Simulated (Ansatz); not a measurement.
Crystal: ZnS (Wurtzite-2H).

```
Zn S
1.0
     3.81100    0.00000    0.00000
    -1.90550    3.30042    0.00000
     0.00000    0.00000    6.23400
Zn S
2 2
Direct
  0.66667 0.33333 0.50000
  0.33333 0.66667 0.00000
  0.66667 0.33333 0.88500
  0.33333 0.66667 0.38500
```

```yaml
Program: Ansatz 0.2.0
Task: relaxation of cell and atoms
Functional: PBEsol
Dispersion: D4
Potentials_or_basis: Ansatz PAW
Cutoff: "420 eV (not typed: the program's choice for these potentials)"
k_mesh: 8 × 8 × 5
Occupations: fermi-dirac, width 0.05 eV
Spin: no spin polarisation
```

At the start: volume 19.60 Å³/atom.

Where does the relaxation end?

It ends after 5 steps and the volume is 18.88 Å³/atom (-3.7 %); space group P6_3mc (No. 186, to 0.05 Å).

Step by step:
```tsv
step	energy change (eV)	largest force (eV/Å)	volume (Å³)
1	0.0000	0.3051	78.41
2	-0.0330	0.2304	76.69
3	-0.0477	0.0172	75.17
4	-0.0481	0.0007	75.52
5	-0.0470	0.0007	75.52
```

Final structure:
```xyz
4
Lattice="3.7580 0.0000 0.0000 -1.8790 3.2545 0.0000 0.0000 0.0000 6.1747" Properties=species:S:1:pos:R:3 pbc="T T T"
Zn    1.8790    1.0848    3.1218
Zn    0.0000    2.1697    0.0344
S     1.8790    1.0848    5.4302
S     0.0000    2.1697    2.3429
```

Caveat: the plane-wave basis is chosen anew once the cell has moved, so the energies of steps on either side of that aren't comparable; the PAW data sets come from PBE, with cores solved anew for the run's functional, which leaves a small shift of forces and pressure.
